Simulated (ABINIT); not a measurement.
SnO2:

```xyz
6
Lattice="4.7880 0.0000 0.0000 0.0000 4.8666 0.0000 0.0000 0.0000 3.2409" Properties=species:S:1:pos:R:3 pbc="T T T"
Sn    0.0000    0.0000    0.0000
Sn    2.3940    2.4333    1.6204
O     3.3906    3.3042    0.0000
O     0.9966    3.9957    1.6204
O     3.7914    0.8709    1.6204
O     1.3974    1.5624    0.0000
```

The cell is a database's computed one.

* Program: ABINIT 10.8.3 (patched build)
* Task: relaxation of cell and atoms
* Functional: LDA
* Potentials or basis: JTH PAW LDA v2.0
* Cutoff: 626 eV
* k mesh: 3 × 3 × 4
* Occupations: fermi-dirac, width 0.05 eV
* Spin: no spin polarisation

At the start: pressure -11.7 GPa; volume 12.59 Å³/atom.

Task: Where does the relaxation end?

Result: Over 14 steps the energy falls by 32.4 meV/atom and the volume is 11.82 Å³/atom (-6.1 %); space group P4_2/mnm (No. 136, to 0.05 Å).

The path:
| step | energy change (eV) | largest force (eV/Å) | pressure (GPa) | volume (Å³) |
| --- | --- | --- | --- | --- |
| 1 | 0.0000 | 0.1768 | -11.69 | 75.52 |
| 2 | -0.1459 | 0.0890 | -5.39 | 72.85 |
| 3 | -0.1818 | 0.1123 | 0.71 | 70.58 |
| 4 | -0.1849 | 0.0748 | 0.26 | 70.78 |
| 5 | -0.1867 | 0.0629 | -0.07 | 70.87 |
| 6 | -0.1901 | 0.0343 | -0.19 | 70.87 |
| 7 | -0.1923 | 0.0183 | -0.34 | 70.96 |
| 8 | -0.1941 | 0.0331 | 0.18 | 70.85 |
| 9 | -0.1943 | 0.0161 | -0.20 | 70.98 |
| 10 | -0.1944 | 0.0018 | -0.02 | 70.92 |
| 11 | -0.1944 | 0.0012 | 0.00 | 70.91 |
| 12 | -0.1944 | 0.0012 | 0.02 | 70.90 |
| 13 | -0.1944 | 0.0041 | -0.02 | 70.92 |
| 14 | -0.1944 | 0.0011 | 0.01 | 70.90 |

Final structure:
```
Sn O
1.0
     4.71610    0.00000    0.00000
     0.00000    4.71580    0.00000
     0.00000    0.00000    3.18814
Sn O
2 4
Direct
  0.00000 0.00000 0.00000
  0.50000 0.50000 0.50000
  0.69400 0.69390 0.00000
  0.19400 0.80610 0.50000
  0.80600 0.19390 0.50000
  0.30600 0.30610 0.00000
```

Caveat: the k mesh is coarse (spacing up to 0.48 Å⁻¹), so the values aren't converged; the atomic spheres overlap.
